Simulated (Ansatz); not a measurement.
Crystal: Ni2H.

```
Ni H
1.0
     2.51556    0.00000    0.00000
    -1.25778    2.17854    0.00000
     0.00000    0.00000    4.18371
Ni H
2 1
Direct
  0.00000 0.00000 0.77057
  0.66667 0.33333 0.28870
  0.33333 0.66667 0.02474
```

The cell comes from a database or a generator and needn't be the stable form of this composition.

Program: Ansatz 0.2.0. Alike in all runs: task single point; level PBE; potentials or basis Ansatz PAW; cell as given; cutoff (eV) 420; smearing fermi-dirac 0.05 eV. Hardware: 2 threads of Arm Neoverse V2, on a shared host.

Problem. Order these runs on this cell by their wall time, lowest first.
A. spin non-collinear, random start; k mesh 9 × 9 × 5
B. spin off; k mesh 12 × 12 × 7
C. spin collinear, random start; k mesh 12 × 12 × 7

Solution. B (2.7 s), C (14 s), A (38 s).

Caveats: the starting moments weren't kept (some runs).
